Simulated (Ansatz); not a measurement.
This Ansatz 0.2.0 run on TiB2 needs a look.

input.yaml

```yaml
crystal:
  lattice:
    - [3.0292, 0.0, 0.0]
    - [-1.5146, 2.6233641531, 0.0]
    - [0.0, 0.0, 3.2284]
  atoms:
    - { symbol: Ti, position: [0.0, 0.0, 0.0] }
    - { symbol: B, position: [0.6666666667, 0.3333333333, 0.5] }
    - { symbol: B, position: [0.3333333333, 0.6666666667, 0.5] }
hamiltonian:
  xc: pbesol
  pseudopotentials: { kind: paw }
kpoints:
  mp_grid: { grid: [10, 10, 8] }
scf:
  occupationss: { method: fermi_dirac, width: 0.05 }
  max_iter: 75
output:
  forces: true
  stress: true
  eigenvalues: true
relax:
  f_tol: 0.01
  max_steps: 40
  cell: { stress_tol: 0.05 }
```

Potentials or basis: Ansatz PAW.

Launch:

```sh
$ ansatz run input.yaml --threads 2 --pin off --max-ram 5632MiB --backend cpu --events-out ev --progress --plain --runs-dir out
```

Output:

```text
Error: YAML parse error: error: line 16 column 3: unknown field `occupationss`, expected one of max_iter, algorithm, n_extra_bands, self_checks, convergence, lower_state_search, omitted_lower_state_checks, lower_solution_reach, mixing, occupations, eigensolver, initial_density, exx
  --> <input>:16:3
   |
14 |   mp_grid: { grid: [10, 10, 8] }
15 | scf:
16 |   occupationss: { method: fermi_dirac, width: 0.05 }
   |   ^ unknown field `occupationss`, expected one of max_iter, algorithm, n_extra_bands, self_checks, convergence, lower_state_search, omitted_lower_state_checks, lower_solution_reach, mixing, occupations, eigensolver, initial_density, exx
17 |   max_iter: 75
18 | output:
   |
```

Question: Diagnose the run.

Answer: The input was rejected before any iteration. The input holds a flaw that was put in on purpose: a misspelt key (scf.occupations = occupationss).

A sound run on the same cell differs in these lines of the main input:
```diff
@@ -16,2 +16 @@
-  occupationss: { method: fermi_dirac, width: 0.05 }
-  max_iter: 75
+  occupations: { method: fermi_dirac, width: 0.05 }
```
